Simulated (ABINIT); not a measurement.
# TePb (Fm-3m) in ABINIT: further runs

Aim: see how the results for TePb move with the level of theory and the settings. Levels: PBEsol, PW91, SOGGA. Tasks: band structure, equation of state.

Everything below comes from runs of ABINIT 10.8.3 (patched build). Logs are shortened: lines on timing, memory, paths and dates and some standing lists are left out, and cuts for length are marked. The log counts tension as positive stress, the text compression.

**What was measured.**

A printed reference work, monograph reports, for a bulk crystal of TePb at 4.2 K: band gap 0.19 eV (direct).

How close the calculation comes is told below.

## (1) The structure

The structure is cubic, space group Fm-3m (No. 225). Conventional cell: a = 6.462 Å, b = 6.462 Å, c = 6.462 Å, α = 90.00°, β = 90.00°, γ = 90.00°. Around Pb (site symmetry m-3m) lie 6 Te at 3.23 Å. Around Te (site symmetry m-3m) lie 6 Pb at 3.23 Å.

## (2) Band structure, PBEsol

Input file run.abi:

```
# Datasets: ground state, then fixed potential
ndtset 2

# Pseudopotentials
pp_dirpath "./"
pseudos "Pb.GGA_PBE-JTH_sp.xml, Te.GGA_PBE-JTH.xml"

# Structure
acell 3*1.0
rprim
     0.0000000000     6.1057051087     6.1057051087
     6.1057051087     0.0000000000     6.1057051087
     6.1057051087     6.1057051087     0.0000000000
ntypat 2
znucl 82 52
natom 2
typat 1 2
xred
     0.0000000000     0.0000000000     0.0000000000
     0.5000000000     0.5000000000     0.5000000000

# Plane-wave basis
ecut 15.0
pawecutdg 30.0

# Exchange and correlation
ixc -116133

# Bands and occupations
occopt 3
tsmear 0.00183747

# SCF cycle
nstep 100

# Output
iomode 3
prtwf 0
prteig 0
prtebands 0
enunit 1
prtden1 1
prtvha1 1
prtvclmb1 1
prtpot1 1

# Dataset 1
kptopt1 1
ngkpt1 7 7 7
nshiftk1 1
shiftk1 0.0 0.0 0.0
nband1 9
tolvrs1 1.0e-9

# Dataset 2: bands along G-X-W-K-G-L-U-W-L-K
iscf2 -2
getden2 1
nband2 13
nbdbuf2 2
tolwfr2 1.0e-12
kptopt2 -9
ndivsm2 6
prteig2 1
prtvol2 -3
kptbounds2
     0.0000000000     0.0000000000     0.0000000000
     0.5000000000     0.0000000000     0.5000000000
     0.5000000000     0.2500000000     0.7500000000
     0.3750000000     0.3750000000     0.7500000000
     0.0000000000     0.0000000000     0.0000000000
     0.5000000000     0.5000000000     0.5000000000
     0.6250000000     0.2500000000     0.6250000000
     0.5000000000     0.2500000000     0.7500000000
     0.5000000000     0.5000000000     0.5000000000
     0.3750000000     0.3750000000     0.7500000000
```

Potentials or basis: JTH PAW PBE v2.0 sp.

On the command line:

```
abinit run.abi > log 2>&1
```

run.abo:

```text
.Version 10.8.3 of ABINIT
 DATASET    1 : space group Fm -3 m (#225); Bravais cF (face-center cubic)
================================================================================
 Values of the parameters that define the memory need for DATASET  1.
     intxc =       0    ionmov =       0      iscf =      17    lmnmax =      13
     lnmax =       5     mgfft =      32  mpssoang =       3    mqgrid =    3001
     natom =       2  nloc_mem =       2    nspden =       1   nspinor =       1
    nsppol =       1      nsym =      48    n1xccc =       1    ntypat =       2
    occopt =       3   xclevel =       2
       mpw =        1279          nfft =       32768          nkpt =          20
 PAW method is used; the additional fine FFT grid is defined by:
   mgfftf=        45    nfftf =     91125
================================================================================
================================================================================

 DATASET    2 : space group Fm -3 m (#225); Bravais cF (face-center cubic)
================================================================================
 Values of the parameters that define the memory need for DATASET  2.
     intxc =       0    ionmov =       0      iscf =      -2    lmnmax =      13
     lnmax =       5     mgfft =      32  mpssoang =       3    mqgrid =    3001
     natom =       2  nloc_mem =       2    nspden =       1   nspinor =       1
    nsppol =       1      nsym =      48    n1xccc =       1    ntypat =       2
    occopt =       3   xclevel =       2
       mpw =        1295          nfft =       32768          nkpt =         103
 PAW method is used; the additional fine FFT grid is defined by:
   mgfftf=        45    nfftf =     91125
================================================================================
================================================================================

--------------------------------------------------------------------------------
------------- Echo of variables that govern the present computation ------------
--------------------------------------------------------------------------------
 -outvars: echo values of preprocessed input variables --------
            acell      1.0000000000E+00  1.0000000000E+00  1.0000000000E+00 Bohr
              amu      2.07200000E+02  1.27600000E+02
             ecut      1.50000000E+01 Hartree
           enunit           1
           getden1          0
           getden2          1
             iscf1         17
             iscf2         -2
              ixc     -116133
           jdtset        1    2
           kptopt1          1
           kptopt2         -9
         kptrlatt        7    0    0      0    7    0      0    0    7
          kptrlen1     6.04433968E+01
          kptrlen2     3.00000000E+01
            natom           2
            nband1          9
            nband2         13
           nbdbuf1          0
           nbdbuf2          2
           ndtset           2
           ndivsm1          0
           ndivsm2          6
            ngfft          32      32      32
          ngfftdg          45      45      45
             nkpt1         20
             nkpt2        103
            nstep         100
             nsym          48
           ntypat           2
           occopt           3
        pawecutdg      3.00000000E+01 Hartree
         pawxcdev           0
        prtebands           0
           prteig1          0
           prteig2          1
           prtpot1          1
           prtpot2          0
         prtvclmb1          1
         prtvclmb2          0
           prtvha1          1
           prtvha2          0
           prtvol1          0
           prtvol2         -3
            prtwf           0
            rprim      0.0000000000E+00  6.1057051087E+00  6.1057051087E+00
                       6.1057051087E+00  0.0000000000E+00  6.1057051087E+00
                       6.1057051087E+00  6.1057051087E+00  0.0000000000E+00
           shiftk1     0.00000000E+00  0.00000000E+00  0.00000000E+00
           shiftk2     5.00000000E-01  5.00000000E-01  5.00000000E-01
          spgroup         225
           tolvrs1     1.00000000E-09
           tolvrs2     0.00000000E+00
           tolwfr1     0.00000000E+00
           tolwfr2     1.00000000E-12
           tsmear      1.83747000E-03 Hartree
            typat      1  2
           useylm           1
           xangst      0.0000000000E+00  0.0000000000E+00  0.0000000000E+00
                       3.2309999978E+00  3.2309999978E+00  3.2309999978E+00
            xcart      0.0000000000E+00  0.0000000000E+00  0.0000000000E+00
                       6.1057051087E+00  6.1057051087E+00  6.1057051087E+00
             xred      0.0000000000E+00  0.0000000000E+00  0.0000000000E+00
                       5.0000000000E-01  5.0000000000E-01  5.0000000000E-01
            znucl       82.00000   52.00000
[... 206 lines left out ...]
meta: {optdriver: 0, ionmov: 0, optcell: 0, iscf: -2, paral_kgb: 0, }
...

 mkfilename : getden/=0, take file _DEN from output of DATASET   1.

 Real(R)+Recip(G) space primitive vectors, cartesian coordinates (Bohr,Bohr^-1):
 R(1)=  0.0000000  6.1057051  6.1057051  G(1)= -0.0818906  0.0818906  0.0818906
 R(2)=  6.1057051  0.0000000  6.1057051  G(2)=  0.0818906 -0.0818906  0.0818906
 R(3)=  6.1057051  6.1057051  0.0000000  G(3)=  0.0818906  0.0818906 -0.0818906
 Unit cell volume ucvol=  4.5523691E+02 bohr^3
 Angles (23,13,12)=  6.00000000E+01  6.00000000E+01  6.00000000E+01 degrees

 Coarse grid specifications (used for wave-functions):

 getcut: wavevector=  0.0000  0.0000  0.0000  ngfft=  32  32  32
         ecut(hartree)=     15.000   => boxcut(ratio)=   2.12563

 Fine grid specifications (used for densities):

 getcut: wavevector=  0.0000  0.0000  0.0000  ngfft=  45  45  45
         ecut(hartree)=     30.000   => boxcut(ratio)=   2.06669
--------------------------------------------------------------------------------

================================================================================
 Non-SCF case, kpt    1 (  0.00000  0.00000  0.00000), residuals and eigenvalues=
  6.78E-13  9.87E-13  6.37E-13  6.86E-13  3.50E-13  5.46E-13  9.15E-13  3.17E-13
  7.54E-13  9.68E-13  3.67E-13  5.18E-06  6.50E-07
 -5.9663E-01 -3.6064E-01 -2.0192E-01 -2.0192E-01 -2.0192E-01 -1.4573E-03
 -1.4573E-03 -1.4573E-03  5.4685E-02  5.4685E-02  5.4685E-02  1.2042E-01
  1.2218E-01
 Non-SCF case, kpt    2 (  0.02941  0.00000  0.02941), residuals and eigenvalues=
  9.15E-13  7.58E-13  3.32E-13  8.33E-13  5.18E-13  8.61E-13  3.57E-13  5.67E-13
  2.88E-13  3.76E-13  3.35E-13  2.11E-09  7.21E-08
 -5.9626E-01 -3.6190E-01 -2.0253E-01 -2.0253E-01 -1.9984E-01 -8.3220E-03
 -1.5788E-03 -1.5788E-03  5.2272E-02  5.6562E-02  5.6562E-02  1.2135E-01
[... 593 lines left out ...]
 -3.5103E-02  4.5981E-02  5.2661E-02  1.4685E-01  1.6224E-01  2.0519E-01
  2.1735E-01
 Non-SCF case, kpt  102 (  0.38750  0.38750  0.72500), residuals and eigenvalues=
  6.24E-13  5.74E-13  8.87E-13  6.67E-13  4.69E-13  2.98E-13  3.14E-13  3.81E-13
  1.94E-13  7.36E-13  2.98E-13  2.89E-13  3.91E-13
 -5.3369E-01 -4.5077E-01 -3.0219E-01 -2.3482E-01 -2.2666E-01 -2.9872E-02
 -2.4572E-02  4.1682E-02  5.8076E-02  1.5441E-01  1.6597E-01  2.0205E-01
  2.1431E-01
 Non-SCF case, kpt  103 (  0.37500  0.37500  0.75000), residuals and eigenvalues=
  6.28E-13  9.08E-13  4.29E-13  7.44E-13  6.48E-13  4.95E-13  4.82E-13  2.56E-13
  3.50E-13  4.12E-13  6.68E-13  6.48E-13  6.06E-13
 -5.3350E-01 -4.4773E-01 -3.0657E-01 -2.3872E-01 -2.3147E-01 -2.2681E-02
 -1.5084E-02  3.2683E-02  6.5194E-02  1.6192E-01  1.7154E-01  2.0205E-01
  2.1059E-01

--- !ResultsGS
iteration_state: {dtset: 2, }
comment   : Summary of ground state results
lattice_vectors:
- [  0.0000000,   6.1057051,   6.1057051, ]
- [  6.1057051,   0.0000000,   6.1057051, ]
- [  6.1057051,   6.1057051,   0.0000000, ]
lattice_lengths: [   8.63477,    8.63477,    8.63477, ]
lattice_angles: [ 60.000,  60.000,  60.000, ] # degrees, (23, 13, 12)
lattice_volume:   4.5523691E+02
convergence: {deltae:  0.000E+00, res2:  0.000E+00, residm:  9.979E-13, diffor:  0.000E+00, }
etotal    :  -1.20813679E+01
entropy   :   0.00000000E+00
fermie    :  -1.40231696E-01
cartesian_stress_tensor: null
pressure_GPa: null
xred      :
- [  0.0000E+00,   0.0000E+00,   0.0000E+00, Pb]
- [  5.0000E-01,   5.0000E-01,   5.0000E-01, Te]
cartesian_forces: null
force_length_stats: {min: null, max: null, mean: null, }
...

 Integrated electronic density in atomic spheres:
 ------------------------------------------------
 Atom  Sphere_radius  Integrated_density
    1        2.91365          2.55989760
    2        2.31107          3.11347788

================================================================================

 ----iterations are completed or convergence reached----

 Mean square residual over all n,k,spin=   58.634E-14; max=  99.788E-14
 reduced coordinates (array xred) for    2 atoms
       0.000000000000      0.000000000000      0.000000000000
       0.500000000000      0.500000000000      0.500000000000

 cartesian coordinates (angstrom) at end:
    1      0.00000000000000     0.00000000000000     0.00000000000000
    2      3.23099999782612     3.23099999782612     3.23099999782612
 length scales=  1.000000000000  1.000000000000  1.000000000000 bohr
              =  0.529177210544  0.529177210544  0.529177210544 angstroms
 Eigenvalues (   eV  ) for nkpt= 103  k points:
 kpt#   1, nband= 13, wtk=  1.00000, kpt=  0.0000  0.0000  0.0000 (reduced coord)
 -16.23501   -9.81350   -5.49445   -5.49445   -5.49445   -0.03966   -0.03966   -0.03966
   1.48806    1.48806    1.48806    3.27669    3.32460
 kpt#   2, nband= 13, wtk=  1.00000, kpt=  0.0294  0.0000  0.0294 (reduced coord)
 -16.22500   -9.84778   -5.51112   -5.51112   -5.43784   -0.22645   -0.04296   -0.04296
   1.42239    1.53914    1.53914    3.30199    3.33239
 kpt#   3, nband= 13, wtk=  1.00000, kpt=  0.0588  0.0000  0.0588 (reduced coord)
 -16.19509   -9.94454   -5.55994   -5.55994   -5.27687   -0.68603   -0.04798   -0.04798
   1.25357    1.68590    1.68590    3.33644    3.35584
 kpt#   4, nband= 13, wtk=  1.00000, kpt=  0.0882  0.0000  0.0882 (reduced coord)
 -16.14559  -10.08870   -5.63760   -5.63760   -5.03710   -1.26043   -0.04424   -0.04424
   1.03092    1.91333    1.91333    3.39053    3.39457
 kpt#   5, nband= 13, wtk=  1.00000, kpt=  0.1176  0.0000  0.1176 (reduced coord)
 -16.07705  -10.26258   -5.73913   -5.73913   -4.76400   -1.83748   -0.02240   -0.02240
   0.78894    2.20538    2.20538    3.44834    3.46614
 kpt#   6, nband= 13, wtk=  1.00000, kpt=  0.1471  0.0000  0.1471 (reduced coord)
 -15.99032  -10.45044   -5.85866   -5.85866   -4.54725   -2.30360    0.02289    0.02289
[... 278 lines left out ...]
 -14.62472  -12.52178   -7.38557   -5.94984   -5.63793   -1.72191   -1.58370    0.26392
   2.12664    3.78815    4.36435    5.83701    6.03633
 kpt# 100, nband= 13, wtk=  1.00000, kpt=  0.4125  0.4125  0.6750 (reduced coord)
 -14.58227  -12.43749   -7.73542   -6.11456   -5.83727   -1.38047   -1.26322    0.80783
   1.76401    3.84776    4.36483    5.70901    5.98190
 kpt# 101, nband= 13, wtk=  1.00000, kpt=  0.4000  0.4000  0.7000 (reduced coord)
 -14.54616  -12.35118   -8.01803   -6.26202   -6.01393   -1.07218   -0.95520    1.25121
   1.43297    3.99591    4.41466    5.58345    5.91450
 kpt# 102, nband= 13, wtk=  1.00000, kpt=  0.3875  0.3875  0.7250 (reduced coord)
 -14.52237  -12.26602   -8.22291   -6.38968   -6.16772   -0.81285   -0.66865    1.13421
   1.58033    4.20167    4.51639    5.49818    5.83173
 kpt# 103, nband= 13, wtk=  1.00000, kpt=  0.3750  0.3750  0.7500 (reduced coord)
 -14.51726  -12.18339   -8.34214   -6.49591   -6.29851   -0.61718   -0.41046    0.88934
   1.77403    4.40599    4.66794    5.49797    5.73046

== END DATASET(S) ==============================================================
================================================================================

 -outvars: echo values of variables after computation  --------
            acell      1.0000000000E+00  1.0000000000E+00  1.0000000000E+00 Bohr
           etotal1    -1.2081367927E+01
            fcart1    -0.0000000000E+00 -0.0000000000E+00 -0.0000000000E+00
                      -0.0000000000E+00 -0.0000000000E+00 -0.0000000000E+00
            rprim      0.0000000000E+00  6.1057051087E+00  6.1057051087E+00
                       6.1057051087E+00  0.0000000000E+00  6.1057051087E+00
                       6.1057051087E+00  6.1057051087E+00  0.0000000000E+00
           strten1     9.5435752186E-06  9.5435752186E-06  9.5435752186E-06
                       0.0000000000E+00  0.0000000000E+00  0.0000000000E+00
           xangst      0.0000000000E+00  0.0000000000E+00  0.0000000000E+00
                       3.2309999978E+00  3.2309999978E+00  3.2309999978E+00
             xred      0.0000000000E+00  0.0000000000E+00  0.0000000000E+00
                       5.0000000000E-01  5.0000000000E-01  5.0000000000E-01
 Calculation completed.
```

Wall time 45 s (1 thread of Arm Neoverse V1, shared host); peak memory 0.13 GiB.

What came out:

| Property | Result |
| --- | --- |
| Free energy | -328.7508 eV |
| Pressure | -0.3 GPa |
| Band gap along the path | 0.67 eV, direct |
| Valence electrons inside the program's atomic spheres | Pb 2.56; Te 3.11 |

Levels at the corners of the path, in eV from the Fermi level:
| point | band 2 | band 3 | band 4 | band 5 | band 6 | band 7 | band 8 | band 9 |
| --- | --- | --- | --- | --- | --- | --- | --- | --- |
| Γ | -6.00 | -1.68 | -1.68 | -1.68 | 3.78 | 3.78 | 3.78 | 5.30 |
| X | -7.71 | -4.91 | -3.17 | -3.17 | 2.82 | 5.16 | 5.16 | 6.33 |
| W | -8.39 | -4.19 | -4.19 | -0.72 | 1.26 | 4.86 | 4.86 | 6.41 |
| K | -8.37 | -4.53 | -2.68 | -2.48 | 3.20 | 3.41 | 4.71 | 5.59 |
| Γ | -6.00 | -1.68 | -1.68 | -1.68 | 3.78 | 3.78 | 3.78 | 5.30 |
| L | -8.99 | -1.27 | -1.27 | -0.38 | 0.29 | 0.85 | 0.85 | 7.66 |
| U | -8.37 | -4.53 | -2.68 | -2.48 | 3.20 | 3.41 | 4.71 | 5.59 |
| W | -8.39 | -4.19 | -4.19 | -0.72 | 1.26 | 4.86 | 4.86 | 6.41 |
| L | -8.99 | -1.27 | -1.27 | -0.38 | 0.29 | 0.85 | 0.85 | 7.66 |
| K | -8.37 | -4.53 | -2.68 | -2.48 | 3.20 | 3.41 | 4.71 | 5.59 |

Caveat: this odd mesh misses L, where the gap lies, so gap, dielectric constants and Born charges aren't listed; the PAW data sets were made with another functional, which shifts forces and pressure a little; spin-orbit coupling is left out, which moves the levels of the heavy elements; this set keeps more shells in the core, which shifts pressures and gaps.

## (3) Band structure, PW91

run.abi: that of step 2 with these lines changed.

```diff
@@ -5,3 +5,3 @@
 pp_dirpath "./"
-pseudos "Pb.GGA_PBE-JTH_sp.xml, Te.GGA_PBE-JTH.xml"
+pseudos "Pb.GGA_PBE-JTH.xml, Te.GGA_PBE-JTH.xml"
 
@@ -17,12 +17,12 @@
 typat 1 2
-xred
+xcart
      0.0000000000     0.0000000000     0.0000000000
-     0.5000000000     0.5000000000     0.5000000000
+     6.1057051087     6.1057051087     6.1057051087
 
 # Plane-wave basis
-ecut 15.0
-pawecutdg 30.0
+ecut 462.593566 eV
+pawecutdg 34.0
 
 # Exchange and correlation
-ixc -116133
+ixc -109134
 
@@ -40,7 +40,4 @@
 prtebands 0
-enunit 1
+enunit 2
 prtden1 1
-prtvha1 1
-prtvclmb1 1
-prtpot1 1
 
@@ -51,3 +48,3 @@
 shiftk1 0.0 0.0 0.0
-nband1 9
+nband1 14
 tolvrs1 1.0e-9
@@ -57,3 +54,3 @@
 getden2 1
-nband2 13
+nband2 18
 nbdbuf2 2
@@ -61,5 +58,4 @@
 kptopt2 -9
-ndivsm2 6
+ndivsm2 8
 prteig2 1
-prtvol2 -3
 kptbounds2
```

Potentials or basis: JTH PAW PBE v2.0.

On the command line:

```
abinit run.abi > log 2>&1
```

Wall time 2.5 min (1 thread of Arm Neoverse V1, shared host); peak memory 0.17 GiB.

It converged, with:

```yaml
Free_energy: -1894.7937 eV
Valence_electrons_inside_the_program's_atomic_spheres: Pb 11.35; Te 3.16
```

Levels at the corners of the path, in eV from the Fermi level:
```csv
point,band 8,band 9,band 10,band 11,band 12,band 13
Γ,-1.74,-1.74,-1.74,3.73,3.73,3.73
X,-4.89,-3.19,-3.19,2.94,5.09,5.09
W,-4.18,-4.18,-0.76,1.26,4.85,4.85
K,-4.51,-2.69,-2.48,3.17,3.38,4.82
Γ,-1.74,-1.74,-1.74,3.73,3.73,3.73
L,-1.28,-1.28,-0.40,0.32,0.85,0.85
U,-4.51,-2.69,-2.48,3.17,3.38,4.82
W,-4.18,-4.18,-0.76,1.26,4.85,4.85
L,-1.28,-1.28,-0.40,0.32,0.85,0.85
K,-4.51,-2.69,-2.48,3.17,3.38,4.82
```

Caveat: the cutoff is too short for stress, so the log's stress isn't used; this odd mesh misses L, where the gap lies, so gap, dielectric constants and Born charges aren't listed; the PAW data sets were made with another functional, which shifts forces and pressure a little; spin-orbit coupling is left out, which moves the levels of the heavy elements.

## (4) Equation of state, PBEsol

Input file run.abi:

```
# Datasets: one volume each
ndtset 7
getwfk -1
scalecart1 3*0.9795861087
scalecart2 3*0.9864848297
scalecart3 3*0.9932883884
scalecart4 3*1.0000000000
scalecart5 3*1.0066227096
scalecart6 3*1.0131594038
scalecart7 3*1.0196128224

# Pseudopotentials
pp_dirpath "./"
pseudos "Pb.GGA_PBE-JTH.xml, Te.GGA_PBE-JTH.xml"

# Structure
acell 3*1.0 Angstrom
rprim
     0.0000000000     3.2310000000     3.2310000000
     3.2310000000     0.0000000000     3.2310000000
     3.2310000000     3.2310000000     0.0000000000
ntypat 2
znucl 82 52
natom 2
typat 1 2
xred
     0.0000000000     0.0000000000     0.0000000000
     0.5000000000     0.5000000000     0.5000000000

# Plane-wave basis
ecut 12.0
pawecutdg 24.0

# k points
kptopt 1
ngkpt 7 7 7
nshiftk 1
shiftk 0.0 0.0 0.0

# Exchange and correlation
ixc -116133

# Bands and occupations
nband 14
occopt 3
tsmear 0.00183747

# SCF cycle
nstep 100
tolvrs 1.0e-9

# Output
iomode 3
prtwf 1
prtden 0
prteig 0
prtebands 0
enunit 1
```

On the command line:

```
abinit run.abi > log 2>&1
```

Wall time 92 s (1 thread of Arm Neoverse V1, shared host); peak memory 0.13 GiB.

It converged, with:

* Equilibrium volume: 33.48 Å³/atom (rough: see the caveat)
* Bulk modulus: 45 GPa (rough)

Energy against volume, from the lowest point:
| volume (Å³/atom) | energy (meV/atom) |
| --- | --- |
| 31.706 | 13.76 |
| 32.380 | 4.95 |
| 33.055 | 0.52 |
| 33.730 | 0.00 |
| 34.404 | 2.93 |
| 35.079 | 9.86 |
| 35.753 | 19.48 |

Caveat: the cutoff is too short for stress, so the log's stress isn't used; pressures at fixed basis lie under the slope of the energies; the fit is doubtful: noisy points or a state that changes with volume; this odd mesh misses L, where the gap lies, so gap, dielectric constants and Born charges aren't listed; the PAW data sets were made with another functional, which shifts forces and pressure a little.

[end of part 1 of 2]
